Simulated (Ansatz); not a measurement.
Crystal: Ga2O3, cubic X2O3 (oxygen-deficient fluorite) type, 10 atoms in the cell.

Space group Pn-3m, simple cubic cell, positions in fractions of the edge: Ga (0.25 0.25 0.25), (0.75 0.75 0.25), (0.75 0.25 0.75), (0.25 0.75 0.75); O (0.5 0 0), (0 0.5 0), (0 0 0.5), (0.5 0.5 0), (0.5 0 0.5), (0 0.5 0.5).

The calculation used PBE, plane waves, PAW datasets (generated soft set 1) (Ansatz 0.2.0 development build).

Cutoff 420 eV; k-mesh 23×23×23 Γ-centred; Fermi–Dirac smearing of 0.0612 eV; no spin polarisation.

```
V (Å³/atom)   a (Å)  E − E(min) (meV/atom)  P (GPa)
     10.655  4.7408                   9.48     7.13
     11.099  4.8058                   0.00    -0.02
     11.321  4.8376                   2.16    -3.04
     11.543  4.8690                   8.27    -5.74
     11.765  4.9000                  17.93    -8.15
```

(1) Fit a third-order Birch–Murnaghan equation of state to the energies.

Results:

(1) V₀ = 11.098 Å³/atom (a₀ = 4.806 Å), B₀ = 160 GPa, B₀′ = 4.61.

The published all-electron PBE values for this crystal (mean of FLEUR and WIEN2k, k-spacing 0.06 Å⁻¹; Bosoni et al., Nat. Rev. Phys. 6, 45 (2024)) are V₀ = 11.099 Å³/atom, B₀ = 159.1 GPa, B₀′ = 4.58.

The stress includes the program's correction for the finite plane-wave basis.

This cubic structure is a model: it isn't the usual form of the substance at ambient conditions, and such phases are metastable or hypothetical.
